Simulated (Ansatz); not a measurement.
**Response of AlFe to small distortions**

```yaml
crystal:
  lattice:
    - [2.91000, 0.00000, 0.00000]
    - [0.00000, 2.91000, 0.00000]
    - [0.00000, 0.00000, 2.91000]
  atoms:
    - { symbol: Al, position: [0.00000, 0.00000, 0.00000] }
    - { symbol: Fe, position: [0.50000, 0.50000, 0.50000] }
```

Atom numbers follow the list: Al1, Fe2.

The cell comes from COD entry 1541193, which wasn't checked; take it as a given geometry.

Other magnetic orders may lie lower; this is the state that the run reached.

Level of theory: Ansatz 0.2.0, DFT, PBE, all-electron LAPW, scalar-relativistic.

The runs use a Γ-centred 12×12×12 k mesh, Fermi–Dirac smearing of 0.05 eV, basis error target 0.5 meV/atom, spin-polarised from start moments Fe2 3 μB.

The unchanged cell is at -5.93 GPa.

In a metal, stresses and small energies carry noise from the k mesh.

x, y and z are the Cartesian axes of the cell as listed; fractional coordinates follow a strain, and an engineering shear is twice the off-diagonal strain component.

One change gave: energy change +1 meV/atom; stress change (xx, yy, zz, yz, xz, xy) -0.62, -0.62, 1.43, 0.00, 0.00, 0.00 GPa, compression positive; moment 0.74 → -0.74 μB. Which change was it?
A. atom 2 (Fe) moved by (0.2000, 0.0000, 0.0000) Å
B. xy engineering shear strain of -3 %
C. z strained by -1.5 % at fixed volume

C. For xy engineering shear strain of -3 %: energy change +4 meV/atom; stress change (xx, yy, zz, yz, xz, xy) 0.15, 0.15, 0.19, 0.00, 0.00, 3.72 GPa, compression positive; moment 0.74 → 0.74 μB. For atom 2 (Fe) moved by (0.2000, 0.0000, 0.0000) Å: energy change +70 meV/atom; stress change (xx, yy, zz, yz, xz, xy) 0.63, 3.63, 3.63, 0.00, 0.00, 0.00 GPa, compression positive; change of the force on Fe2 (-1.381, 0.000, 0.000) eV/Å; moment 0.74 → 0.74 μB.

What force constant does this one finite step give for Fe2 along its displacement (all its periodic images move with it)?

k = −ΔF·u/|u|² = 6.90 eV/Å², so the force pulls the atom back.
